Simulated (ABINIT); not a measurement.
Write the native input for ABINIT 10.8.3 (patched build) that does the following.

```
Task                                            : single point
Functional                                      : PBE
Potentials or basis                             : JTH PAW PBE v2.0
Cutoff                                          : 544 eV
k mesh                                          : 7 × 7 × 7
Occupations                                     : fermi-dirac, width 0.05 eV
Spin                                            : no spin polarisation
Fine-grid cutoff                                : 1088.46 eV
Exchange and correlation inside the PAW spheres : full angular mesh (pawxcdev 0, this build's default; the released program takes 1)
```

The structure of Au lies in POSCAR:

```
Au
1.0
    3.9819500000      0.0000000000      0.0000000000
    0.0000000000      3.9819500000      0.0000000000
    0.0000000000      0.0000000000      3.9819500000
Au
3
Direct
    0.5000000000      0.0000000000      0.0000000000  Au
    0.0000000000      0.5000000000      0.0000000000  Au
    0.0000000000      0.0000000000      0.5000000000  Au
```

The cell was built by a generator and needn't be a form met in nature.

One way to write it, as run:

run.abi

```
# Pseudopotentials
pp_dirpath "./"
pseudos "Au.GGA_PBE-JTH.xml"

# Structure
structure "poscar:POSCAR"
natom 3

# Plane-wave basis
ecut 20.0
pawecutdg 40.0

# k points
kptopt 1
ngkpt 7 7 7
nshiftk 1
shiftk 0.0 0.0 0.0

# Exchange and correlation
ixc 11

# Bands and occupations
nband 21
occopt 3
tsmear 0.05 eV

# SCF cycle
nstep 100
tolvrs 1.0e-9

# Output
iomode 3
prtwf 0
prteig 0
prtebands 0
enunit 2
prtden 1
prtvha 1
prtvclmb 1
prtpot 1
```

Potentials or basis: JTH PAW PBE v2.0.

Run with:

```console
$ abinit run.abi > log 2>&1
```

Results of the run:

```json
{"Pressure": "0.2 GPa", "Band gap on the k mesh": "none (metal or under the smearing width)", "Valence electrons inside the program's atomic spheres": "Au 9.46 (radii [1.3275] Å)"}
```

Wall time 45 s on 1 thread of Arm Neoverse V2, with other jobs on the host, peak memory 0.15 GiB.
